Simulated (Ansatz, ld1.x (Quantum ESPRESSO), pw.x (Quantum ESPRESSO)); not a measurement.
**From atom to crystal: TM potential for barium (Ba)**

* Element: Ba
* Generator: ld1.x (Quantum ESPRESSO) 7.5
* Type: norm-conserving Troullier–Martins (Kleinman–Bylander form)
* Functional: PBE
* Relativity: scalar-relativistic
* Frozen core: [Xe]
* Valence charge: 2
* Reference configuration: 5d0 6s2 6p0
* Partial waves: 6s (bound): rc 3.30 bohr; 5d (bound, empty): rc 4.20 bohr; 6p (bound, empty): rc 3.35 bohr
* Local potential: the p channel
* Core correction: Bessel-smoothed model core, default radius (core density twice the valence density)

Atomic tests: cutoffs needed: 6 Ry and 12 Ry (the cutoffs (Ry, on a coarse ladder) from which the occupation-weighted sum of valence levels, in a spherical-Bessel basis at the reference potential, stays within 10 and 1 mRy of its value at 400 Ry); ghost test: ghost state, extra bound levels that the all-electron valence spectrum of the same l lacks: s at -75.7 eV; a true bound ghost makes a file unfit for plane-wave use (spherical-Bessel basis up to 400 Ry, 20 bohr box); configuration tests: 2 of 7 tests not solved or not reliable.

Crystal test: diamond Ba in pw.x 7.5, no spin, 8³ k-points, Fermi–Dirac smearing 0.01 Ry, cutoffs 50/200 Ry. The reference is all-electron LAPW (Ansatz 0.2.0) with the same functional, mesh and smearing; V0 and B0 come from Birch–Murnaghan fits to the pressures at five volumes. Errors are pseudo minus all-electron; Δ is the rms difference of the E(V) curves that follow from these fits, minima aligned, over ±6 % about the mean V0. Mesh and smearing are coarse, so the numbers serve the comparison and aren't converged zero-temperature values; the lattice is a test structure that the element need not adopt.

All-electron: a0 = 7.733 Å (V0 = 57.81 Å³/atom), B0 = 5.8 GPa.

Question: How far does the potential miss the all-electron equation of state?

Answer: mean pressure error (GPa): -1.22. The pressure does not cross zero within the volumes sampled, so no fit is given. The largest radius (4.20 bohr) exceeds half the bond length (3.17 bohr), so the spheres overlap, which is one possible source of error among others. This is a poor potential for the solid. The pseudo pressure rises with volume over the whole range, a mechanical instability. Note: ghost state, extra bound levels that the all-electron valence spectrum of the same l lacks: s at -75.7 eV. A true bound ghost makes a file unfit for plane-wave use. Atomic configuration tests: 2 of 7 tests not solved or not reliable. The logarithmic derivative shows an extra or strongly shifted pseudo pole above the reference energy (p near 0.09 Ry).

```json
{"V (Å³/atom)": "54.979", "P all-electron (GPa)": "0.38", "P pseudo (GPa)": "-1.32"}
{"V (Å³/atom)": "56.426", "P all-electron (GPa)": "0.16", "P pseudo (GPa)": "-1.25"}
{"V (Å³/atom)": "57.873", "P all-electron (GPa)": "-0.01", "P pseudo (GPa)": "-1.18"}
{"V (Å³/atom)": "59.320", "P all-electron (GPa)": "-0.13", "P pseudo (GPa)": "-1.11"}
{"V (Å³/atom)": "60.767", "P all-electron (GPa)": "-0.22", "P pseudo (GPa)": "-1.04"}
```

Question: At the middle volume, how do free energy and pressure move when the wave cutoff is lowered (ecutrho kept at four times it)?

Answer:

```csv
cutoff (Ry),shift of F (meV/atom),shift of P (GPa)
22,+356.6,+0.16
30,+112.7,-1.84
40,+5.9,+0.13
```

Input at the middle volume:

```
&control
  calculation='scf', prefix='x', pseudo_dir='./', outdir='./tmp', tstress=.true., disk_io='none'
/
&system
  ibrav=0, nat=2, ntyp=1, ecutwfc=50, ecutrho=200, nbnd=9,
  occupations='smearing', smearing='fd', degauss=0.01
/
&electrons
  conv_thr=1e-09, mixing_beta=0.4, electron_maxstep=70
/
ATOMIC_SPECIES
Ba 1.0 Ba.UPF
CELL_PARAMETERS angstrom
  0.00000000 3.86804928 3.86804928
  3.86804928 0.00000000 3.86804928
  3.86804928 3.86804928 0.00000000
ATOMIC_POSITIONS crystal
Ba 0.0000 0.0000 0.0000
Ba 0.2500 0.2500 0.2500
K_POINTS automatic
8 8 8 0 0 0
```

```bash
pw.x < Ba.scf.in > Ba.scf.out
```

Lines of the output:

```
Message from routine setup:
     using ibrav=0 with symmetry is DISCOURAGED, use correct ibrav instead
     lattice parameter (alat)  =      10.3373  a.u.
     unit-cell volume          =     781.0927 (a.u.)^3
     number of electrons       =         4.00
     number of Kohn-Sham states=            9
     kinetic-energy cutoff     =      50.0000  Ry
     charge density cutoff     =     200.0000  Ry
     scf convergence threshold =      1.0E-09
     Exchange-correlation= PBE
     number of k points=    29  Fermi-Dirac smearing, width (Ry)=  0.0100
     iteration #  1     ecut=    50.00 Ry     beta= 0.40
     total energy              =     -31.92634490 Ry
     estimated scf accuracy    <       6.35415697 Ry
     iteration #  2     ecut=    50.00 Ry     beta= 0.40
     total energy              =     -30.22880073 Ry
     estimated scf accuracy    <       2.13035983 Ry
     iteration #  3     ecut=    50.00 Ry     beta= 0.40
     total energy              =     -30.39551458 Ry
     estimated scf accuracy    <       0.00685357 Ry
     iteration #  4     ecut=    50.00 Ry     beta= 0.40
     negative rho (up, down):  1.713E-04 0.000E+00
     total energy              =     -30.35506318 Ry
     estimated scf accuracy    <       0.06089106 Ry
     iteration #  5     ecut=    50.00 Ry     beta= 0.40
     negative rho (up, down):  4.158E-07 0.000E+00
     total energy              =     -30.35944133 Ry
     estimated scf accuracy    <       0.00000646 Ry
     iteration #  6     ecut=    50.00 Ry     beta= 0.40
     c_bands:  3 eigenvalues not converged
     c_bands:  1 eigenvalues not converged
     c_bands:  1 eigenvalues not converged
     c_bands:  1 eigenvalues not converged
     total energy              =     -30.35944163 Ry
     estimated scf accuracy    <       0.00000180 Ry
     iteration #  7     ecut=    50.00 Ry     beta= 0.40
     total energy              =     -30.35944170 Ry
     estimated scf accuracy    <       0.00000017 Ry
     iteration #  8     ecut=    50.00 Ry     beta= 0.40
     total energy              =     -30.35944171 Ry
     estimated scf accuracy    <          5.1E-09 Ry
     iteration #  9     ecut=    50.00 Ry     beta= 0.40
     total energy              =     -30.35944171 Ry
     estimated scf accuracy    <          2.6E-09 Ry
     iteration # 10     ecut=    50.00 Ry     beta= 0.40
     the Fermi energy is   -13.8586 ev
!    total energy              =     -30.35944171 Ry
     estimated scf accuracy    <          4.4E-12 Ry
     smearing contrib. (-TS)   =       0.00000000 Ry
     The total energy is F=E-TS. E is the sum of the following terms:
     one-electron contribution =     -14.52643727 Ry
     hartree contribution      =       5.43356350 Ry
     xc contribution           =     -18.31875565 Ry
     ewald contribution        =      -2.94781229 Ry
     convergence has been achieved in  10 iterations
          total   stress  (Ry/bohr**3)                   (kbar)     P=      -11.80
     Message from routine punch:
     Nothing written, as per user request (disk_io='none')
```

The run at the middle volume (29 k-points, 10 iterations) took about 23 s on one core of a shared host (Neoverse-V1, 64 threads, 503 GiB, load 24).
